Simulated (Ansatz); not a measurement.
**Worked example: a bond strength in CHF3 (trifluoromethane)**

The species is CHF3 (5 atoms), meant as a singlet with charge 0. As SMILES, `FC(F)F`. Geometry: optimised at r2SCAN/def2-SVP.

```xyz
5

F    -0.6711   -0.3321    1.0821
C     0.0190    0.0550    0.0067
F     1.0498   -0.7775   -0.1581
F    -0.7753   -0.0367   -1.0626
H     0.3775    1.0914    0.1320
```

Wanted: the dissociation energy of the H5–C2 bond into doublet H and doublet CF3 (shapes relaxed at r2SCAN/def2-SVP, no zero-point term). 1 Eh = 2625.50 kJ/mol = 27.2114 eV. Totals in Eh; open shells run unrestricted unless said.

```tsv
level	program	CHF3	doublet H	doublet CF3
PBE/def2-TZVPP	Ansatz	-338.066461	-0.499616	-337.396607
B3LYP/def2-TZVPP	Ansatz	-338.394008	-0.502154	-337.716621
PBE0-D4/def2-TZVPP	Ansatz	-338.067427	-0.501036	-337.393903
```

Q: Work out the dissociation energy at each level.

A: 
1. PBE/def2-TZVPP: (-0.499616) + (-337.396607) − (-338.066461) = 0.170238 Eh = 447.0 kJ/mol = 4.63 eV.
2. B3LYP/def2-TZVPP: (-0.502154) + (-337.716621) − (-338.394008) = 0.175233 Eh = 460.1 kJ/mol = 4.77 eV.
3. PBE0-D4/def2-TZVPP: (-0.501036) + (-337.393903) − (-338.067427) = 0.172488 Eh = 452.9 kJ/mol = 4.69 eV.

The levels span 447 to 460 kJ/mol; no measured value is set beside them. A bond enthalpy at 298 K also holds the loss of zero-point energy and thermal terms.
